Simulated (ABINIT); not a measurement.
Crystal: SnTe.

```
Te Sn
1.0
     0.00000    3.15085    3.15085
     3.15085    0.00000    3.15085
     3.15085    3.15085    0.00000
Te Sn
1 1
Direct
  0.50000 0.50000 0.50000
  0.00000 0.00000 0.00000
```

Base run:

| Quantity | Value |
| --- | --- |
| Program | ABINIT 10.8.3 (patched build) |
| Functional | LDA |
| Potentials or basis | PseudoDojo NC SR LDA v0.4.1 standard |
| Cutoff | 952 eV |
| k mesh | 5 × 5 × 5 |
| Occupations | fermi-dirac, width 0.05 eV |
| Spin | no spin polarisation |

Its results: pressure -1.7 GPa.

Question: The run is repeated on the same cell with these changes: functional from LDA to PBE; potentials or basis from PseudoDojo NC SR LDA v0.4.1 standard to PseudoDojo NC SR PBE v0.4.1 standard. What comes out?

Answer: Pressure 2.1 GPa.
